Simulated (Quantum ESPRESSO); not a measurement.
Os:

```
Os
1.0
     2.73410    0.00000    0.00000
    -1.36705    2.36780    0.00000
     0.00000    0.00000    4.31970
Os
2
Direct
  0.66667 0.33333 0.75000
  0.33333 0.66667 0.25000
```

Base run:

```yaml
Program: Quantum ESPRESSO 7.5
Functional: PBE
Potentials_or_basis: SSSP 1.3 efficiency PBE
Cutoff: 748 eV
Density_cutoff: 5987 eV
k_mesh: 11 × 11 × 6
Occupations: fermi-dirac, width 0.05 eV
Spin: no spin polarisation
```

Its results: band gap on the k mesh none (metal or under the smearing width); pressure 8.3 GPa.

**Question.** The run is repeated on the same cell with these changes: potentials or basis from SSSP 1.3 efficiency PBE to PseudoDojo 0.4.1 SR PBE standard; cutoff from 748 eV to 1007 eV; density cutoff from 5987 eV to 4027 eV; k mesh from 11 × 11 × 6 to 8 × 8 × 4. What comes out?

**Answer.** Band gap on the k mesh none (metal or under the smearing width); pressure 7.8 GPa.

Caveats: some runs use coarse meshes; spin-orbit coupling is left out, which moves the levels of the heavy elements (some runs); the Wannier minimisation didn't converge (some runs).
